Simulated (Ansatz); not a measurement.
## Every step of a relaxation of Fe (hcp type)

DFT, PBE, PAW with Ansatz's default frozen-core files, scalar-relativistic (Ansatz 0.2.0); a Γ-centred 17×17×9 k mesh, Fermi–Dirac smearing of 0.05 eV, spin-polarised from start moments Fe1 2.5, Fe2 2.5 μB. The run relaxes shape and atoms at held volume.

Command: `ansatz run input.yaml --threads 1 --pin off --max-ram 3072MiB --backend cpu --events-out ev --progress --plain --runs-dir out` It took 15 s on 1 thread of Intel(R) Xeon(R) 6975P-C (Granite Rapids) (shared host), peak memory 0.4 GiB.

PAW: frozen-core files, cutoff 420 eV; forces are relaxed below 0.005 eV/Å.

Each step lists its free energy a cell above the last geometry, the pressure, the cell vectors (Å), and Cartesian positions (Å) with forces (eV/Å).

The first step:

```
step 1  dF = 14.25 meV  P = 1310 GPa
  cell 1.8858 0.0000 0.0000  -0.9429 1.6332 0.0000  0.0000 0.0000 2.9805
  Fe 0.0000 1.0888 0.7451   0.0000 0.0000 0.0000
  Fe 0.9429 0.5444 2.2354   0.0000 0.0000 0.0000
```

The start moments died away, and the runs ended non-magnetic.

**Question.** Where does the relaxation end, and by which steps?

**Answer.** After 3 geometries, with conventional a, b, c = 1.877, 1.877, 3.009 Å, at 4.590 Å³/atom and 1309 GPa in space group P6_3/mmc, with a shortest distance of 1.854 Å and a cell moment of 0.00 μB. The further steps:
```
step 2  dF = 2.28 meV  P = 1309 GPa
  cell 1.8805 0.0000 0.0000  -0.9403 1.6286 0.0000  0.0000 0.0000 2.9974
  Fe 0.0000 1.0857 0.7493   0.0000 0.0000 0.0000
  Fe 0.9403 0.5429 2.2480   0.0000 0.0000 0.0000
step 3  dF = 0.00 meV  P = 1309 GPa
  cell 1.8769 0.0000 0.0000  -0.9385 1.6255 0.0000  0.0000 0.0000 3.0089
  Fe 0.0000 1.0836 0.7522   0.0000 0.0000 0.0000
  Fe 0.9385 0.5418 2.2567   0.0000 0.0000 0.0000
step 4  dF = -0.10 meV  P = 1309 GPa  (same geometry on a basis chosen anew; earlier energies don't compare to the last digit)
  cell 1.8769 0.0000 0.0000  -0.9385 1.6255 0.0000  0.0000 0.0000 3.0089
  Fe 0.0000 1.0836 0.7522   0.0000 0.0000 0.0000
  Fe 0.9385 0.5418 2.2567   0.0000 0.0000 0.0000
```
